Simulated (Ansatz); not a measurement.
BeO (wurtzite)

```yaml
crystal:
  lattice:
    - [5.38097, 0.00000, 0.00000]
    - [-1.34524, 2.33003, 0.00000]
    - [0.00000, 0.00000, 4.36988]
  atoms:
    - { symbol: Be, position: [0.33333, 0.33333, 0.00145] }
    - { symbol: Be, position: [0.83333, 0.33333, 0.00145] }
    - { symbol: Be, position: [0.16667, 0.66667, 0.50145] }
    - { symbol: Be, position: [0.66667, 0.66667, 0.50145] }
    - { symbol: O, position: [0.33333, 0.33333, 0.62375] }
    - { symbol: O, position: [0.83333, 0.33333, 0.62375] }
    - { symbol: O, position: [0.16667, 0.66667, 0.12375] }
    - { symbol: O, position: [0.66667, 0.66667, 0.12375] }
```

The atoms are displaced by Q × the pattern below (from a DFPT mode at M = (0.5, 0.0, 0.0), largest move 1; Q in Å), at fixed cell. (q is in reciprocal vectors of the primitive cell; the cell shown is doubled to hold the pattern.)

| atom | x | y | z |
|---|---|---|---|
| Be1 | -0.283 | -0.163 | 0.945 |
| Be2 | 0.283 | 0.163 | -0.945 |
| Be3 | 0.283 | 0.163 | 0.945 |
| Be4 | -0.283 | -0.163 | -0.945 |
| O5 | -0.533 | -0.308 | -0.463 |
| O6 | 0.533 | 0.308 | 0.463 |
| O7 | 0.533 | 0.308 | -0.463 |
| O8 | -0.533 | -0.308 | 0.463 |

The numbers are results of r2SCAN (plane waves to 500 eV, PAW, scalar-relativistic; Ansatz, a first-principles code), not measurements. k mesh 7×14×8 (Γ-centred), Fermi-Dirac smearing 0.05 eV. The energy includes the smearing's −TS. Compression counts positive. BeO was relaxed with its symmetry unable to fall. The zero of ΔE is the undisplaced structure.

| Q (Å) | ΔE (meV/cell) | P (GPa) |
|---|---|---|
| -0.180 | 2319 | ? |
| -0.150 | 1590 | 12.8 |
| -0.120 | 1008 | 8.2 |
| -0.090 | 563 | 4.6 |
| -0.060 | 249 | 2.0 |
| -0.030 | 62 | 0.5 |
| 0.000 | 0 | 0.0 |
| 0.030 | 62 | 0.5 |
| 0.060 | 249 | 2.0 |
| 0.090 | 563 | 4.6 |
| 0.120 | 1008 | 8.2 |
| 0.150 | 1590 | 12.8 |
| 0.180 | 2319 | ? |

Task: Fill in the missing entries.

Result: 
- -0.180, P (GPa): 18.4
- 0.180, P (GPa): 18.4

(A displaced cell: forces are minus the slopes of the energy, force constants its curvatures, and phonons follow from these.)
